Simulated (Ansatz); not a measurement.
## HfC under changes of volume

One of the cells (12.568 Å³/atom); the others are scaled copies at fixed shape and fractional positions:

```xyz
2
Lattice="0.0000 2.3250 2.3250 2.3250 0.0000 2.3250 2.3250 2.3250 0.0000" Properties=species:S:1:pos:R:3 pbc="T T T"
Hf    2.3250    2.3250    2.3250
C     0.0000    0.0000    0.0000
```

- Program: Ansatz 0.2.0
- Functional: PBE
- Potentials or basis: Ansatz PAW
- Cutoff: 420 eV (not typed: the program's choice for these potentials)
- k mesh: 10 × 10 × 10
- Occupations: fermi-dirac, width 0.05 eV
- Spin: no spin polarisation

```tsv
volume (Å³/atom)	energy over the lowest point (meV/atom)	pressure (GPa)
11.814	37.74	16.6
12.065	16.45	10.6
12.317	4.15	5.2
12.568	0.00	0.2
12.819	3.24	-4.2
13.071	?	?
13.322	29.11	-11.9
```

Q: What does the run at 13.071 Å³/atom give?

A: Energy over the lowest point 13.14 meV/atom; pressure -8.3 GPa.

Worked out: A Birch-Murnaghan fit of order 3 (a polynomial in V^(-2/3)) to the other rows has its minimum at 12.58 Å³/atom with B0 = V·E''(V) = 234 GPa and B' = 4.0. It gives 13.17 meV/atom at 13.071 Å³/atom, against the run's 13.14, and -dE/dV = -8.3 GPa, against -8.3.

Energies are extrapolated to zero smearing.
